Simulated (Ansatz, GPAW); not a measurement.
## One calculation of Hf, 3 ways

```xyz
2
Lattice="3.1967 0.0000 0.0000 -1.5983 2.7684 0.0000 0.0000 0.0000 5.0578" Properties=species:S:1:pos:R:3 pbc="T T T"
Hf    1.5984    0.9228    3.7934
Hf    0.0000    1.8456    1.2645
```

Alike in all runs: task atomic charges; functional LDA; k mesh 10 × 10 × 5; occupations methfessel-paxton, width 0.2 eV; no spin polarisation; no spin-orbit coupling. LDA stands for any of its common fits. Pressure is positive in compression and, in plane waves, holds the error of the finite cutoff, which Ansatz's Pulay term estimates and takes out.

```tsv
program and potentials	plane-wave cutoff (eV)	notes	pressure (GPa)
Ansatz, Ansatz PAW	420	potentials made for PBE, which Ansatz adapts in part; 26 valence electrons an atom on average	?
Ansatz, all-electron LAPW, scalar-relativistic	-	-	-7.82
GPAW, the program's PAW data sets (release 1.2.1) made for this functional	600	12 valence electrons an atom on average	-7.57
```

Q: Estimate from the other rows what the run with Ansatz, Ansatz PAW gave.

A: Pressure -7.85 GPa. Its pressure holds a Pulay term of +0.03 GPa. The other rows, which needn't bracket it: pressure -7.82 to -7.57.
